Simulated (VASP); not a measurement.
# AlN (Fm-3m) in VASP: notebook, part 2 of 2

VASP 6.6.1. The steps go on from the part before.

**4. Relaxation of cell and atoms, PBEsol, target pressure 12 GPa, at which the enthalpy is minimised**

This run uses another cell than the first one, of 7.94 Å³/atom, 1.025 times its volume.

Input file INCAR:

```
PREC = Accurate
ENCUT = 520
EDIFF = 1E-7
ISMEAR = 0
SIGMA = 0.1
LREAL = F
LASPH = T
NELM = 100
ALGO = Normal
ISIF = 3
LWAVE = F
LCHARG = F
GGA = PS
IBRION = 2
NSW = 80
EDIFFG = -0.002
PSTRESS = 120.0
```

Input file KPOINTS:

```
regular mesh
0
Gamma
  4 4 4
```

Input file POSCAR:

```
AlN                                     
1.0
    0.0000000000      1.9947384938      1.9947384938
    1.9947384938      0.0000000000      1.9947384938
    1.9947384938      1.9947384938      0.0000000000
  Al              N             
     1     1
Direct
     0.5000000000000000    0.5000000000000000    0.5000000000000000
     0.0000000000000000    0.0000000000000000    0.0000000000000000
```

Potentials or basis: VASP PAW PBE potentials, release 64 (Al, N).

Run with:

```
> cat potpaw_PBE.64/Al/POTCAR potpaw_PBE.64/N/POTCAR > POTCAR
> mpirun -np 1 vasp_std > vasp.out
```

OUTCAR:

```text
PREC = Accurate
   ENCUT = 520
   EDIFF = 1E-7
   ISMEAR = 0
   LREAL = F
   LASPH = T
   NELM = 100
   ISIF = 3
   GGA = PS
   IBRION = 2
   NSW = 80
   EDIFFG = -0.002
   PSTRESS = 120.0

 ion  position               nearest neighbor table
   1  0.500  0.500  0.500-   2 1.99   2 1.99   2 1.99   2 1.99   2 1.99   2 1.99
   2  0.000  0.000  0.000-   1 1.99   1 1.99   1 1.99   1 1.99   1 1.99   1 1.99

  LATTYP: Found a face centered cubic cell.
 ALAT       =     3.9894769876

  Lattice vectors:
[... 261 lines left out ...]

  FORCE on cell =-STRESS in cart. coord.  units (eV):
  Direction    XX          YY          ZZ          XY          YZ          ZX
  --------------------------------------------------------------------------------------
  -------------------------------------------------------------------------------------
  Total        1.1877460      1.1877460      1.1877460     -0.0000000     -0.0000000     -0.0000000
  in kB      119.8798733    119.8798733    119.8798733     -0.0000000     -0.0000000     -0.0000000
  external PRESSURE =      -0.1201267 kB  Pullay stress =     120.0000000 kB

 VOLUME and BASIS-vectors are now :
 -----------------------------------------------------------------------------
  energy-cutoff  :      520.00
  volume of cell :       15.87
      direct lattice vectors                 reciprocal lattice vectors
     0.000000000  1.994738494  1.994738494    -0.250659423  0.250659423  0.250659423
     1.994738494  0.000000000  1.994738494     0.250659423 -0.250659423  0.250659423
     1.994738494  1.994738494  0.000000000     0.250659423  0.250659423 -0.250659423

 POSITION                                       TOTAL-FORCE (eV/Angst)
 -----------------------------------------------------------------------------------
      1.99474      1.99474      1.99474         0.000000      0.000000      0.000000
      0.00000      0.00000      0.00000        -0.000000     -0.000000     -0.000000
 -----------------------------------------------------------------------------------
    total drift:                                0.000000     -0.000000     -0.000000

  FREE ENERGIE OF THE ION-ELECTRON SYSTEM (eV)
  ---------------------------------------------------
  free  energy   TOTEN  =       -15.3381051055 eV

  energy  without entropy=      -15.3381051055  energy(sigma->0) =      -15.33810511

  enthalpy is  TOTEN    =       -14.1491688650 eV   P V=        1.1889362405

 reached required accuracy - stopping structural energy minimisation
```

Wall time 1.4 s (1 thread of Intel Xeon 6975P-C (Granite Rapids), shared host); peak memory 0.12 GiB.

Results:

```
Free energy             : -15.3381 eV
Pressure after relaxing : 12.0 GPa
Band gap on the k mesh  : 4.89 eV, indirect (least direct gap 6.24 eV)
```

Final structure:
```
Al N
1.0
     0.00000    1.99474    1.99474
     1.99474    0.00000    1.99474
     1.99474    1.99474    0.00000
Al N
1 1
Cartesian
  1.9947 1.9947 1.9947
  0.0000 0.0000 0.0000
```

Caveat: the k mesh is coarse (spacing up to 0.68 Å⁻¹), so the values aren't converged; the relaxation stopped at its first step, so nothing moved; the cell is relaxed towards a set pressure, so the enthalpy falls and the energy may rise; the PAW data sets were made with another functional, which shifts forces and pressure a little.

**5. Relaxation of cell and atoms, PBEsol, target pressure 30 GPa, at which the enthalpy is minimised**

INCAR, as its differences from that of step 4:

```diff
@@ -16,2 +16,2 @@
 EDIFFG = -0.002
-PSTRESS = 120.0
+PSTRESS = 300.0
```

KPOINTS is that of step 4.

Input file POSCAR:

```
AlN                                     
1.0
    0.0000000000      1.9784441498      1.9784441498
    1.9784441498      0.0000000000      1.9784441498
    1.9784441498      1.9784441498      0.0000000000
  Al              N             
     1     1
Direct
     0.5000000000000000    0.5000000000000000    0.5000000000000000
     0.0000000000000000    0.0000000000000000    0.0000000000000000
```

Potentials or basis: VASP PAW PBE potentials, release 64 (Al, N).

Run with:

```
> cat potpaw_PBE.64/Al/POTCAR potpaw_PBE.64/N/POTCAR > POTCAR
> mpirun -np 1 vasp_std > vasp.out
```

OUTCAR:

```text
PREC = Accurate
   ENCUT = 520
   EDIFF = 1E-7
   ISMEAR = 0
   LREAL = F
   LASPH = T
   NELM = 100
   ISIF = 3
   GGA = PS
   IBRION = 2
   NSW = 80
   EDIFFG = -0.002
   PSTRESS = 300.0

 ion  position               nearest neighbor table
   1  0.500  0.500  0.500-   2 1.98   2 1.98   2 1.98   2 1.98   2 1.98   2 1.98
   2  0.000  0.000  0.000-   1 1.98   1 1.98   1 1.98   1 1.98   1 1.98   1 1.98

  LATTYP: Found a face centered cubic cell.
 ALAT       =     3.9568882996

  Lattice vectors:

 A1 = (   0.0000000000,   1.9784441498,   1.9784441498)
 A2 = (   1.9784441498,   0.0000000000,   1.9784441498)
 A3 = (   1.9784441498,   1.9784441498,   0.0000000000)

Analysis of symmetry for initial positions (statically):
=====================================================================
 Subroutine PRICEL returns:
 Original cell was already a primitive cell.

 Routine SETGRP: Setting up the symmetry group for a
 face centered cubic supercell.

 Subroutine GETGRP returns: Found 48 space group operations
 (whereof 48 operations were pure point group operations)
 out of a pool of 48 trial point group operations.

The static configuration has the point symmetry O_h .

Analysis of symmetry for dynamics (positions and initial velocities):
=====================================================================
 Subroutine PRICEL returns:
 Original cell was already a primitive cell.

 Routine SETGRP: Setting up the symmetry group for a
 face centered cubic supercell.

 Subroutine GETGRP returns: Found 48 space group operations
 (whereof 48 operations were pure point group operations)
 out of a pool of 48 trial point group operations.

The dynamic configuration has the point symmetry O_h .

 Subroutine INISYM returns: Found 48 space group operations
 (whereof 48 operations are pure point group operations),
 and found     1 'primitive' translations
[... 84 lines left out ...]
   ISIF   =      3    stress and relaxation
   ISYM   =      2    0-nonsym 1-usesym 2-fastsym
   POTIM  = 0.5000    time-step for ionic-motion
   TEBEG  =    0.0;   TEEND  =   0.0 temperature during run
   PSTRESS=  300.0 pullay stress
   NELECT =       8.0000    total number of electrons
   NUPDOWN=      -1.0000    fix difference up-down
   EMIN   =  10.00;   EMAX   =-10.00  energy-range for DOS
   EFERMI =   0.00;   METHOD = LEGACY
   ISMEAR =     0;   SIGMA  =   0.10  broadening in eV -4-tet -1-fermi 0-gaus
   EFERMI_NEDOS =   21; number of points for ismear=-14 and -15
   IALGO  =     38    algorithm
   IMIX   =      4    mixing-type and parameters
     AMIX     =   0.40;   BMIX     =  1.00
     AMIX_MAG =   1.60;   BMIX_MAG =  1.00
  volume/ion in A,a.u.               =       7.74        52.26
  Fermi-wavevector in a.u.,A,eV,Ry     =   1.313523  2.482199 23.474714  1.725343
  Thomas-Fermi vector in A             =   2.443840
   LORBIT       =      0    0 simple, 1 ext, 2 COOP (PROOUT), +10 PAW based schemes
   GGA     = PS    functional components
   LHFCALC =     F    Hartree Fock is set to
   AEXX    =    0.0000 exact exchange contribution
   IVDW    =     0    specifies the selected vdW correction
   LEPSILON=     F    determine dielectric tensor
   LRPA    =     F    only Hartree local field effects (RPA)
 conjugate gradient relaxation of ions
 non-spin polarized calculation
 Gauss-broadening in eV      SIGMA  =   0.10
  energy-cutoff  :      520.00
  volume of cell :       15.49
 maximum number of plane-waves:       444
 NGX is ok and might be reduce to    24
   NGX = 11   NGY = 11   NGZ = 11

--------------------------------------- Ionic step        1  -------------------------------------------

 number of electron       8.0000000 magnetization

 Free energy of the ion-electron system (eV)
  ---------------------------------------------------
  ext. energy  EPLUGINS =         0.00000000
  ---------------------------------------------------
  free energy    TOTEN  =       -15.29938078 eV

  energy without entropy =      -15.29938078  energy(sigma->0) =      -15.29938078

------------------------ aborting loop because EDIFF is reached ----------------------------------------

  FORCE on cell =-STRESS in cart. coord.  units (eV):
  Direction    XX          YY          ZZ          XY          YZ          ZX
  --------------------------------------------------------------------------------------
  -------------------------------------------------------------------------------------
  Total        1.9349106      1.9349106      1.9349106      0.0000000      0.0000000      0.0000000
  in kB      200.1566848    200.1566848    200.1566848      0.0000000      0.0000000      0.0000000
  external PRESSURE =     -99.8433152 kB  Pullay stress =     300.0000000 kB
[... 177 lines left out ...]
--------------------------------------- Ionic step        6  -------------------------------------------

 number of electron       8.0000000 magnetization

 Free energy of the ion-electron system (eV)
  ---------------------------------------------------
  ext. energy  EPLUGINS =         0.00000000
  ---------------------------------------------------
  free energy    TOTEN  =       -15.23358943 eV

  energy without entropy =      -15.23358943  energy(sigma->0) =      -15.23358943

 E-fermi :  11.6951     XC(G=0): -12.8881

 val. band max:       11.1900333670   @ k =   0.0000   0.0000   0.0000
 cond. band min:      16.0947576881   @ k =   0.5000   0.5000   0.0000
 fundamental gap:      4.9047243212
 Fermi energy:        11.6951453373

 k-point     1 :       0.0000    0.0000    0.0000
  band No.  band energies     occupation
      1      -7.2593      2.00000
      2      11.1900      2.00000
      3      11.1900      2.00000
      4      11.1900      2.00000
      5      18.2368      0.00000
      6      23.4491      0.00000
      7      23.4491      0.00000
      8      23.4491      0.00000
[... 108 lines left out ...]
  energy  without entropy=      -15.2335894259  energy(sigma->0) =      -15.23358943

  enthalpy is  TOTEN    =       -12.4127701920 eV   P V=        2.8208192339

 reached required accuracy - stopping structural energy minimisation
```

OSZICAR:

```text
N       E                     dE             d eps       ncg     rms          rms(c)
DAV:   1     0.537177079692E+01    0.53718E+01   -0.42235E+03   128   0.928E+02
DAV:   2    -0.167949705475E+02   -0.22167E+02   -0.22118E+02   200   0.125E+02
DAV:   3    -0.170354643976E+02   -0.24049E+00   -0.24049E+00   136   0.178E+01
DAV:   4    -0.170359638322E+02   -0.49943E-03   -0.49943E-03   176   0.617E-01
[... 39 lines left out ...]
   5 F= -.12412768E+02 E0= -.12412768E+02  d E =0.973306E-06
       N       E                     dE             d eps       ncg     rms          rms(c)
DAV:   1    -0.152335911928E+02    0.91852E-03   -0.56088E-05   144   0.731E-02    0.101E-02
DAV:   2    -0.152335895198E+02    0.16730E-05   -0.84572E-06   128   0.221E-02    0.285E-03
DAV:   3    -0.152335894259E+02    0.93901E-07   -0.29981E-07   104   0.505E-03
   6 F= -.12412770E+02 E0= -.12412770E+02  d E =-.111649E-05
```

It took 4.1 s on 1 thread of Intel Xeon 6975P-C (Granite Rapids), shared host; peak memory 0.13 GiB.

What came out:

* Free energy: -15.2336 eV
* Relaxed volume: 7.53 Å³/atom
* Relaxed cell: a = 2.772 Å, b = 2.772 Å, c = 2.772 Å, α = 60.00°, β = 60.00°, γ = 60.00°
* Space group after relaxing (to 0.05 Å): Fm-3m (No. 225)
* Energy change on relaxing (the enthalpy is what falls): +32.9 meV/atom
* Ionic steps: 6
* Pressure after relaxing: 30.0 GPa
* Band gap on the k mesh: 4.90 eV, indirect (least direct gap 7.05 eV)

Step by step:
```csv
step,energy change (eV),largest force (eV/Å),pressure (GPa),volume (Å³)
1,0.0000,0.0000,20.02,15.49
2,0.2179,0.0000,47.57,14.43
3,0.0650,0.0000,29.89,15.07
4,0.0665,0.0000,30.10,15.06
5,0.0649,0.0000,29.88,15.07
6,0.0658,0.0000,30.00,15.06
```

Final structure:
```xyz
2
Lattice="0.0000 1.9603 1.9603 1.9603 0.0000 1.9603 1.9603 1.9603 0.0000" Properties=species:S:1:pos:R:3 pbc="T T T"
Al    1.9602    1.9602    1.9602
N     0.0000    0.0000    0.0000
```

Caveat: the k mesh is coarse (spacing up to 0.69 Å⁻¹), so the values aren't converged; the cell is relaxed towards a set pressure, so the enthalpy falls and the energy may rise; the PAW data sets were made with another functional, which shifts forces and pressure a little.

**6. Overview**

| cell | target pressure | gap on the mesh (eV) | pressure (GPa) |
| --- | --- | --- | --- |
| relaxed to 20 GPa | 20 GPa | 4.96 | 20.0 |
| relaxed to 12 GPa | 12 GPa | 4.89 | 12.0 |
| relaxed to 30 GPa | 30 GPa | 4.90 | 30.0 |

Alike in all rows: task relaxation of cell and atoms; level PBEsol; potentials or basis VASP PAW PBE potentials, release 64 (Al, N); no spin polarisation; k mesh 4 × 4 × 4; cutoff (eV) 520; smearing gaussian 0.1 eV; the mesh is coarse, so values aren't converged.

Caveats: all runs use coarse meshes; the cell is relaxed towards a set pressure, so the enthalpy falls and the energy may rise; the PAW data sets were made with another functional, which shifts forces and pressure a little; the relaxation stopped at its first step, so nothing moved (some runs).

Absolute energies hang on the potentials; compare differences alone.
